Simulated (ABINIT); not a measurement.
The system is Fe.

```
Fe
1.0
    -1.44300    1.44300    1.44300
     1.44300   -1.44300    1.44300
     1.44300    1.44300   -1.44300
Fe
1
Direct
  0.00000 0.00000 0.00000
```

Base run:

```yaml
Program: ABINIT 10.8.3 (patched build)
Functional: WC
Potentials_or_basis: JTH PAW PBE v2.0
Cutoff: 463 eV
k_mesh: 13 × 13 × 13
Occupations: fermi-dirac, width 0.05 eV
Spin: collinear spin, ferromagnetic start
Starting_moments: "[3.0] μB"
```

Its results: band gap on the k mesh none (metal or under the smearing width); net moment 2.21 μB per cell; site moments Fe +2.26 μB.

Q: After a change of settings the same cell gave: band gap on the k mesh none (metal or under the smearing width); net moment 2.64 μB per cell; site moments Fe +2.82 μB. Which change was it?
A. functional from WC to BLYP; cutoff from 463 eV to 707 eV; fine-grid cutoff from 925.187 eV to 1306.15 eV
B. functional from WC to HCTH407
C. functional from WC to PBEsol; k mesh from 13 × 13 × 13 to 5 × 5 × 5
D. functional from WC to PBE; k mesh from 13 × 13 × 13 to 17 × 17 × 17

A: B.

Not every run made on this cell is shown here.
